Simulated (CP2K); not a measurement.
Runs of CP2K 2026.2 on PbS. It takes space group P-6m2 (No. 187, hexagonal). The conventional cell has a = 4.090 Å, b = 4.090 Å, c = 3.788 Å, α = 90.00°, β = 90.00°, γ = 120.00°. Pb (site symmetry -6m2) is surrounded by 6 S at 3.03 Å. Around S (site symmetry -6m2) lie 6 Pb at 3.03 Å. Measurements of this composition are mostly on another form, of space group No. 225.

```csv
level,potentials or basis,smearing,NGRIDS,points a segment of the path (NPOINTS),bands added on the path,CUTOFF of the grids,gap on the mesh (eV),pressure (GPa)
LDA,"GTH_POTENTIALS Pb GTH-PADE-q4, S GTH-PADE-q6; TZVP-MOLOPT-PBE-GTH basis",fermi-dirac 0.1 eV,4,6,2,450 Ry,none,(a)
PBE,"POTENTIAL_UZH Pb GTH-PBE-q4, S GTH-PBE-q6; TZVP-MOLOPT-PBE-GTH basis",fermi-dirac 0.0259 eV,4,10,2,450 Ry,-,0.9
r2SCAN,"POTENTIAL_UZH Pb GTH-SCAN-q4, S GTH-SCAN-q6; TZVP-MOLOPT-SCAN-GTH basis",fermi-dirac 0.01 eV,4,10,2,675 Ry,-,-1.5
PBEsol,"POTENTIAL_UZH Pb GTH-PBE-q4, S GTH-PBE-q6; TZVP-MOLOPT-PBE-GTH basis",fermi-dirac 0.05 eV,4,8,6,450 Ry,none,-0.7
```

Alike in all rows: task band structure; no spin polarisation; cell as given; k mesh 8 × 8 × 7.

Question: Estimate the missing entries.

Answer: (a) -4.8.

Caveats: spin-orbit coupling is left out, which moves the levels of the heavy elements; the basis of atomic orbitals isn't converged, which shifts pressures, moduli and gaps; the potentials were made for another functional, which shifts forces and pressure (some runs).

A k mesh can miss the band edges, and the runs leave out spin-orbit coupling on Pb.

A gap of «none» marks a metal or a gap under the smearing width.
